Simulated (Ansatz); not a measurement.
# Sb, one cell by several methods

```yaml
crystal:
  lattice:
    - [-1.50500, 1.50500, 2.52960]
    - [1.50500, -1.50500, 2.52960]
    - [1.50500, 1.50500, -2.52960]
  atoms:
    - { symbol: Sb, position: [0.00000, 0.00000, 0.00000] }
```

The geometry is COD entry 9013010, unchecked; take it as a test cell. The listed cell was then made from it by scaling, straining or moving an atom.

Spin–orbit coupling is left out, though it moves levels of the heavy atoms by tenths of an eV or more.

Methods: DFT, PBE, PAW with Ansatz's default frozen-core files, scalar-relativistic (Ansatz 0.2.0); DFT, PBE, all-electron PAW with datasets made for the crystal, scalar-relativistic (Ansatz 0.2.0); DFT, PBE, all-electron LAPW, scalar-relativistic (Ansatz 0.2.0).

For PAW: a Γ-centred 19×19×19 k mesh, Fermi–Dirac smearing of 0.05 eV, cutoff 420 eV, no spin polarisation. The crystal-made all-electron datasets (AE datasets) take a cutoff of 180 eV at this cell. LAPW targets a basis error of 0.25 meV/atom. The Ansatz runs share mesh, smearing and spin set-up. Plane-wave (PAW) pressures include the program's estimate of the Pulay term.

Stress and pressure are positive in compression.

Spin–orbit coupling is left out, which moves gradients at and beside heavy atoms by some per cent and at worst by a factor of two.

In a metal, gradients converge slowly with the k mesh: the values move by tens of per cent from one mesh to another, at times in sign, so only the comparison on one mesh counts.

```tsv
quantity	PAW	AE datasets	LAPW
pressure (GPa)	16.92	16.92	16.92
stress xx (GPa)	17.65	17.65	17.65
stress zz (GPa)	15.47	15.46	15.46
field gradient Vzz at Sb (10²¹ V/m²)	3.95	4.09	–
```

PAW's pressure differs from the LAPW value by about 0.01 GPa or less.
